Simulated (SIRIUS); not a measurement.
I:

```
I
1.0
    -1.61746    1.61746    4.26481
     1.61746   -1.61746    4.26481
     1.61746    1.61746   -4.26481
I
1
Direct
  0.00000 0.00000 0.00000
```

```yaml
Program: SIRIUS 7.12.0
Task: single point
Functional: PBE
Potentials_or_basis: all-electron FP-LAPW
Cutoff: 149 eV
Basis: apw+lo standard
k_mesh: 11 × 11 × 11
Occupations: fermi-dirac, width 0.05 eV
Spin: no spin polarisation
```

On this cell: band gap on the k mesh none (metal or under the smearing width).

The same run follows on a disturbed copy (cell strained at random):

```
I
1.0
    -1.58994    1.63206    4.23669
     1.68421   -1.64020    4.27552
     1.55534    1.60560   -4.23977
I
1
Direct
  0.00275 0.01163 0.01539
```

Q: What does the disturbed cell give?

A: The energy (extrapolated to zero smearing) moves by -0.1 meV/atom; band gap on the k mesh none (metal or under the smearing width).

Caveats: an odd number of electrons without spin polarisation forces a metal; a magnetic or distorted state may lie lower.
